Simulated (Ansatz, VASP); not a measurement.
One calculation of Ru, two programs

Contents of INCAR:

```
SYSTEM = Ru
PREC     = Accurate       ! precision mode
ENCUT    = 520            ! plane-wave cutoff, eV
EDIFF    = 1E-7           ! SCF threshold, eV
ISMEAR   = -1             ! smearing method
SIGMA    = 0.05           ! smearing width, eV
LREAL    = .False.        ! projectors in reciprocal space
LASPH    = .True.         ! aspherical terms in the spheres
NELM     = 80             ! most SCF steps
ALGO     = Normal         ! electronic algorithm
ISIF     = 2              ! what is computed and relaxed
LWAVE    = .False.        ! write WAVECAR
LCHARG   = .False.        ! write CHGCAR
GGA      = PE             ! functional
NBANDS   = 21             ! bands
```

The input KPOINTS:

```
Automatic mesh
0
Gamma
  11 11 6
  0 0 0
```

File POSCAR:

```
Ru
1.0
    2.7058000000      0.0000000000      0.0000000000
   -1.3529000000      2.3432915376      0.0000000000
    0.0000000000      0.0000000000      4.2819000000
Ru
2
Direct
    0.6666666667      0.3333333333      0.7500000000
    0.3333333333      0.6666666667      0.2500000000
```

Contents of input.yaml:

```yaml
crystal:
  lattice:
    - [2.7058, 0.0, 0.0]
    - [-1.3529, 2.3432915376, 0.0]
    - [0.0, 0.0, 4.2819]
  atoms:
    - { symbol: Ru, position: [0.6666666667, 0.3333333333, 0.75] }
    - { symbol: Ru, position: [0.3333333333, 0.6666666667, 0.25] }
hamiltonian:
  xc: pbe
  pseudopotentials: { kind: paw }
kpoints:
  mp_grid: { grid: [11, 11, 6] }
scf:
  occupations: { method: fermi_dirac, width: 0.05 }
output:
  forces: true
  stress: true
  eigenvalues: true
  write_density: true
  write_potential: true
  elf: true
  volumetric_format: npy
```

Alike in both runs: task single point; functional PBE; k mesh 11 × 11 × 6; occupations fermi-dirac, width 0.05 eV; no spin polarisation.

|  | VASP | Ansatz |
| --- | --- | --- |
| version | VASP 6.6.1 | Ansatz 0.2.0 |
| potentials or method | VASP PAW PBE potentials, release 64 (Ru_pv) | Ansatz PAW |
| plane-wave cutoff (eV) | 520 | 420 |
| valence electrons in the cell | 28 | 32 |

Ansatz gave:

```
gap on the k mesh at the Fermi level (eV)       : none
pressure (GPa)                                  : 4.6
largest component of the traceless stress (GPa) : 0.06
```

**Question.** Which values does VASP return?

**Answer.** gap on the k mesh at the Fermi level (eV): none; pressure (GPa): 4.5; largest component of the traceless stress (GPa): 0.04.

A gap of «none» marks a metal or a gap that the smearing closes. The two sets of potentials don't hold the same shells in valence.
